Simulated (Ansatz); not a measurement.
# BN (P1) in Ansatz: convergence with cutoff

Aim: find how far cutoff must go before the results for BN settle, at PBE. This setting moves, with any that are tied to it; all else stays.

Everything below comes from runs of Ansatz 0.2.0. Logs are shortened: lines on timing, memory, paths and dates and some standing lists are left out, and cuts for length are marked.

## (1) The cell of the first run

The typed cell holds 2 atoms: a = 2.564 Å, b = 2.564 Å, c = 2.564 Å, α = 60.00°, β = 60.00°, γ = 60.00°.

The cell is a database's computed one.

The cell isn't the ideal one: atoms moved at random, drawn with an rms of 0.1 Å.

## (2) With cutoff 80 eV

Contents of input.yaml:

```yaml
crystal:
  lattice:
    - [0.0, 1.813001, 1.813001]
    - [1.813001, 0.0, 1.813001]
    - [1.813001, 1.813001, 0.0]
  atoms:
    - { symbol: "N", position: [0.260522, 0.224925, 0.273003] }
    - { symbol: B, position: [-0.010612, -0.005045, 0.031297] }
kpoints:
  mp_grid: { grid: [8, 8, 8] }
scf:
  occupations: { method: fermi_dirac, width: 0.05 }
hamiltonian:
  xc: pbe
  pseudopotentials: { kind: all_electron, lapw: { basis_error: 0.001 } }
output:
  forces: true
  stress: true
  eigenvalues: true
basis:
  ecutwfc: 80
```

Potentials or basis: all-electron LAPW, scalar-relativistic.

Started as:

```bash
> ansatz run input.yaml --threads 1 --pin off --max-ram 3072MiB --backend cpu --events-out ev --progress --plain --runs-dir out
```

Log:

```text
Warning: RAYON_NUM_THREADS=1 ignored (pool sized by the plan → 1); use --threads N
LAPW: plane waves up to 4.582 Å⁻¹, error target 1.0e-3 eV per atom; small_component_spin mean_spin; the cutoff is typed (target and bands ask for 471.8 eV, largest radius times wave number 3.7, largest estimated error of a free atom 4.5e0 eV); B in spheres of 0.719 Å, 5 of its electrons in bands, Dirac shells []; N in spheres of 0.807 Å, 7 of its electrons in bands, Dirac shells [] (how accurate: hamiltonian.pseudopotentials.lapw.basis_error, Limitations)
Engine: ansatz 0.2.0, aarch64-unknown-linux-gnu
Pseudopotentials: kind: all_electron
Pseudopotential: N, LAPW, valence charge 7, lapw/all_electron/scalar/gaussian/N, Koelling and Harmon's equation, gaussian nucleus
Pseudopotential: B, LAPW, valence charge 5, lapw/all_electron/scalar/gaussian/B, Koelling and Harmon's equation, gaussian nucleus
Functional definition: PBE
  parameter kappa = 0.804
  parameter beta = 0.06672455060314922
  exchange = pbe_x(kappa = kappa, mu = beta*pi^2/3)
  correlation = pbe_c(beta = beta)
Crystal: 2 atoms, lattice volume = 11.919 Å³
Basis set: ecut = 79.99999999999999 eV, 15 PW (Γ), exchange–correlation at level 2
Bands: 10, of which v1, the nominal top of the filled ones, is band 6 counted from 1 (5 counted from 0)
Symmetry: 1 space group operations
Space group: P1 (ITA 1), of the structure as read, at distance tolerance 2.3e-5 Å
k-points: 260 of 512 (time reversal used)
Non-local potential: N, projectors of the file, none
Non-local potential: B, projectors of the file, none
Initial density: superposition of atomic densities (chi_scale 0.1, normalization cell, long waves kept (reshape's long-wave potential 0.00 eV rms))
Initial wavefunctions: plane waves of lowest kinetic energy (no species holds an atomic orbital)
Functional: x = pbe(κ = 0.804, μ = 0.2195149727645171), c = pbe(β = 0.06672455060314922)
iter 1 solved again at ethr=6.27e-3 eV; its pass at ethr=1.00e-1 eV (dr2=7.53e-1 eV) is discarded
SCF iter   1: F=—  HF=-2163.432012 eV  |F-HF|=—  |Δ(HF+E_count)|=         —  Δρ=9.01e-2  dr2=7.53e-1  ethr=6.27e-3  ⟨swp⟩=2.0  Hψ=16487  notcnv=0
preconditioner: auto → none  [insulator: Δε(μ)=4.446 eV  Ē_g=21.024 eV  σ=0.050 eV  W_gap=1.00  n_scr=0 (ndim 8)  ℏωp=30.4 eV  f_vac=0.000  D(μ)=0.00/eV (n_scr^D=0)  ε∞_Penn≈3.1]
iter 2 solved again at ethr=6.13e-4 eV; its pass at ethr=6.27e-3 eV (dr2=7.35e-2 eV) is discarded
SCF iter   2: F=—  HF=-2163.240346 eV  |F-HF|=—  |Δ(HF+E_count)|=   1.92e-1  Δρ=3.55e-2  dr2=7.35e-2  ethr=6.13e-4  ⟨swp⟩=2.0  Hψ=12722  notcnv=0
SCF iter   3: F=—  HF=-2163.262701 eV  |F-HF|=—  |Δ(HF+E_count)|=   2.24e-2  Δρ=1.67e-2  dr2=1.69e-2  ethr=6.13e-4  ⟨swp⟩=2.0  Hψ=7523  notcnv=0
SCF iter   4: F=—  HF=-2163.278260 eV  |F-HF|=—  |Δ(HF+E_count)|=         —  Δρ=1.36e-3  dr2=1.27e-4  ethr=1.41e-4  ⟨swp⟩=2.0  Hψ=7634  notcnv=0
the basis was enlarged: its passes take 38.9 KiB over the memory plan, 1 of 1 planned eigensolver slots
SCF iter   5: F=—  HF=-2163.278400 eV  |F-HF|=—  |Δ(HF+E_count)|=   1.40e-4  Δρ=1.13e-4  dr2=8.51e-7  ethr=1.06e-6  ⟨swp⟩=2.0  Hψ=6762  notcnv=0
SCF iter   6: F=—  HF=-2163.278007 eV  |F-HF|=—  |Δ(HF+E_count)|=   3.93e-4  Δρ=1.70e-5  dr2=2.62e-8  ethr=7.09e-9  ⟨swp⟩=2.5  Hψ=6911  notcnv=0
SCF iter   7: F=-2163.278007 eV  HF=-2163.278007 eV  |F-HF|=4.77e-11  |Δ(HF+E_count)|=   6.35e-9  Δρ=8.60e-7  dr2=5.46e-11  ethr=2.19e-10  ⟨swp⟩=2.0  Hψ=6760  notcnv=0
SCF 1 converged in 7 iterations: F = -2163.278007 eV  dr2 = 5.46e-11
the basis misses lapw.basis_error, or isn't shown to meet it; the report's basis errors tell why
SCF converged after 7 iterations
Free energy (F): -2163.278007 eV
Harris-Foulkes:  -2163.278007 eV  (|F-HF|=4.77e-11)
Internal energy: -2163.278007 eV  (E = F + TS)
E sigma→0 (E₀):  -2163.278007 eV
Fermi energy:    14.060469 eV
--- Per-component energies (eV) ---
  E_band       = -1025.487943
  E_kinetic    = 2163.509979
  E_xc         = -298.997244
  E_electrostatic = -4027.790742  (all electrons and nuclei)
  E_smearing   = -0.000000  (= −TS)
  E_closure    = 0.000000  (closes the sum)
  E_atoms      = -2151.229577  (free atoms, spherical and without spin; not in F)
  Σ components = -2163.278007   (vs F -2163.278007, Δ=0.00e0)
  Basis errors (estimates in eV, not in F): energy 2.5e0 per atom: plane waves 2.5e0 (2.4e0 summed), levels above the bands 2.8e-139, relativity 1.1e-8, radial functions 3.8e-5, core shells 0.0e0; eigenvalues (radial functions only) 2.9e-6; not estimated: angular momenta, meshes, grids; target (lapw.basis_error) 1.0e-3, missed at the typed basis.ecutwfc; muffin-tin radii B 0.719 Å, N 0.807 Å
--- Forces (eV/Å), atoms counted from 1 ---
  atom   1  N      2.15033909    -0.99288265    -0.27111047
  atom   2  B     -2.15033490     0.99288076     0.27111050
  max |Σ_I F_I| component: 4.18e-6 eV/Å
--- Stress (GPa, compression-positive) ---
       32.188843      -1.641346      -8.262594
       -1.641346      33.823499      18.116235
       -8.262594      18.116235      34.247534
  P = ⅓ Tr σ = 33.4200 GPa (334.200 kbar)
--- Band table (eV; the first three rows and the last of 260) ---
  k-point 0: bands = ["-365.3319", "-161.7819", "-9.1853", "11.1402", "11.7489", "12.2336", "21.3143", "21.5601", "21.9396", "22.5012"]
  k-point 1: bands = ["-365.3319", "-161.7788", "-8.8105", "10.0779", "10.9103", "11.7807", "21.2940", "22.1752", "23.0039", "23.3612"]
  k-point 2: bands = ["-365.3320", "-161.7847", "-7.7329", "5.9559", "10.0951", "10.9625", "21.0095", "22.6466", "23.8265", "25.2404"]
  k-point 259: bands = ["-365.3320", "-161.7939", "-5.1314", "0.5268", "9.2839", "10.1232", "21.1373", "22.7045", "24.2889", "26.7957"]
```

It took 9.3 s on 1 thread of Arm Neoverse V1, shared host; peak memory 0.25 GiB.

Results:

```
Free energy            : -2163.2780 eV
Pressure               : 33.4 GPa
Largest force          : 2.384 eV/Å
Band gap on the k mesh : 3.70 eV, indirect (least direct gap 9.00 eV)
```

## (3) With cutoff 110 eV

input.yaml: that of step 2 with these lines changed.

```diff
@@ -20,2 +20,2 @@
 basis:
-  ecutwfc: 80
+  ecutwfc: 110
```

Potentials or basis: all-electron LAPW, scalar-relativistic.

Started as:

```bash
> ansatz run input.yaml --threads 1 --pin off --max-ram 3072MiB --backend cpu --events-out ev --progress --plain --runs-dir out
```

It took 11 s on 1 thread of Arm Neoverse V1, shared host; peak memory 0.25 GiB.

Results:

```
Free energy            : -2166.5249 eV
Pressure               : 9.9 GPa
Largest force          : 1.639 eV/Å
Band gap on the k mesh : 3.69 eV, indirect (least direct gap 8.05 eV)
```

## (4) With cutoff 140 eV

input.yaml: that of step 3 with these lines changed.

```diff
@@ -20,2 +20,2 @@
 basis:
-  ecutwfc: 110
+  ecutwfc: 140
```

Started as:

```bash
> ansatz run input.yaml --threads 1 --pin off --max-ram 3072MiB --backend cpu --events-out ev --progress --plain --runs-dir out
```

Wall time 11 s (1 thread of Arm Neoverse V1, shared host); peak memory 0.26 GiB.

Results:

- Free energy: -2167.7163 eV
- Pressure: 4.4 GPa
- Largest force: 1.391 eV/Å
- Band gap on the k mesh: 4.13 eV, indirect (least direct gap 8.06 eV)

## (5) With cutoff 180 eV

input.yaml: that of step 4 with these lines changed.

```diff
@@ -20,2 +20,2 @@
 basis:
-  ecutwfc: 140
+  ecutwfc: 180
```

Started as:

```bash
> ansatz run input.yaml --threads 1 --pin off --max-ram 3072MiB --backend cpu --events-out ev --progress --plain --runs-dir out
```

Run time: 12 s. Hardware: 1 thread of Arm Neoverse V1, shared host; peak memory 0.27 GiB.

What came out:

```
Free energy            : -2168.3063 eV
Pressure               : 1.9 GPa
Largest force          : 1.356 eV/Å
Band gap on the k mesh : 3.96 eV, indirect (least direct gap 8.01 eV)
```

## (6) With cutoff 230 eV

input.yaml: that of step 5 with these lines changed.

```diff
@@ -20,2 +20,2 @@
 basis:
-  ecutwfc: 180
+  ecutwfc: 230
```

Potentials or basis: all-electron LAPW, scalar-relativistic.

Started as:

```bash
> ansatz run input.yaml --threads 1 --pin off --max-ram 3072MiB --backend cpu --events-out ev --progress --plain --runs-dir out
```

It took 14 s on 1 thread of Arm Neoverse V1, shared host; peak memory 0.29 GiB.

What came out:

| Item | Value |
| --- | --- |
| Free energy | -2168.5551 eV |
| Pressure | 0.9 GPa |
| Largest force | 1.353 eV/Å |
| Band gap on the k mesh | 3.96 eV, indirect (least direct gap 7.97 eV) |

## (7) With cutoff 290 eV

input.yaml: that of step 6 with these lines changed.

```diff
@@ -20,2 +20,2 @@
 basis:
-  ecutwfc: 230
+  ecutwfc: 290
```

Started as:

```bash
> ansatz run input.yaml --threads 1 --pin off --max-ram 3072MiB --backend cpu --events-out ev --progress --plain --runs-dir out
```

It took 16 s on 1 thread of Arm Neoverse V1, shared host; peak memory 0.31 GiB.

What came out:

| Item | Value |
| --- | --- |
| Free energy | -2168.6282 eV |
| Pressure | 0.6 GPa |
| Largest force | 1.346 eV/Å |
| Band gap on the k mesh | 3.95 eV, indirect (least direct gap 7.96 eV) |

## (8) With cutoff 360 eV

input.yaml: that of step 7 with these lines changed.

```diff
@@ -20,2 +20,2 @@
 basis:
-  ecutwfc: 290
+  ecutwfc: 360
```

Started as:

```bash
> ansatz run input.yaml --threads 1 --pin off --max-ram 3072MiB --backend cpu --events-out ev --progress --plain --runs-dir out
```

It took 22 s on 1 thread of Arm Neoverse V1, shared host; peak memory 0.33 GiB.

What came out:

* Free energy: -2168.6461 eV
* Pressure: 0.5 GPa
* Largest force: 1.344 eV/Å
* Band gap on the k mesh: 3.95 eV, indirect (least direct gap 7.96 eV)

## (9) With cutoff 450 eV

input.yaml: that of step 8 with these lines changed.

```diff
@@ -20,2 +20,2 @@
 basis:
-  ecutwfc: 360
+  ecutwfc: 450
```

Potentials or basis: all-electron LAPW, scalar-relativistic.

Started as:

```bash
> ansatz run input.yaml --threads 1 --pin off --max-ram 3072MiB --backend cpu --events-out ev --progress --plain --runs-dir out
```

Wall time 25 s (1 thread of Arm Neoverse V1, shared host); peak memory 0.37 GiB.

The run converged. Its results:

| Item | Value |
| --- | --- |
| Free energy | -2168.6515 eV |
| Pressure | 0.5 GPa |
| Largest force | 1.344 eV/Å |
| Band gap on the k mesh | 3.95 eV, indirect (least direct gap 7.96 eV) |

## (10) With cutoff 560 eV

input.yaml: that of step 9 with these lines changed.

```diff
@@ -20,2 +20,2 @@
 basis:
-  ecutwfc: 450
+  ecutwfc: 560
```

Started as:

```bash
> ansatz run input.yaml --threads 1 --pin off --max-ram 3072MiB --backend cpu --events-out ev --progress --plain --runs-dir out
```

Wall time 37 s (1 thread of Arm Neoverse V1, shared host); peak memory 0.41 GiB.

Results (log left out):

```yaml
Free_energy: -2168.6527 eV
Pressure: 0.5 GPa
Largest_force: 1.344 eV/Å
Band_gap_on_the_k_mesh: 3.95 eV, indirect (least direct gap 7.96 eV)
```

## (11) Result

| cutoff | energy less the tightest run, at zero smearing (meV/atom) | pressure (GPa) | largest force (eV/Å) | gap on the mesh (eV) | SCF cycles | CPU time (s) | peak memory (GiB) |
| --- | --- | --- | --- | --- | --- | --- | --- |
| 80 eV | 2687.33 | 33.42 | 2.384 | 3.697 | 7 | 9.3 | 0.25 |
| 110 eV | 1063.88 | 9.91 | 1.639 | 3.688 | 7 | 11 | 0.25 |
| 140 eV | 468.18 | 4.40 | 1.391 | 4.130 | 7 | 11 | 0.26 |
| 180 eV | 173.20 | 1.91 | 1.356 | 3.957 | 7 | 12 | 0.27 |
| 230 eV | 48.77 | 0.88 | 1.353 | 3.957 | 7 | 14 | 0.29 |
| 290 eV | 12.25 | 0.60 | 1.346 | 3.949 | 7 | 16 | 0.31 |
| 360 eV | 3.27 | 0.53 | 1.344 | 3.952 | 7 | 22 | 0.33 |
| 450 eV | 0.59 | 0.51 | 1.344 | 3.952 | 7 | 25 | 0.37 |
| 560 eV | 0.00 | 0.51 | 1.344 | 3.952 | 7 | 37 | 0.41 |

Against the tightest run, the energy stays within 1 meV/atom from 450 eV on; the pressure stays within 0.1 GPa from 290 eV on; the largest force stays within 0.005 eV/Å from 290 eV on; the gap on the mesh stays within 0.01 eV from 180 eV on. The tightest run that finished is the yardstick and may itself not be fully converged.
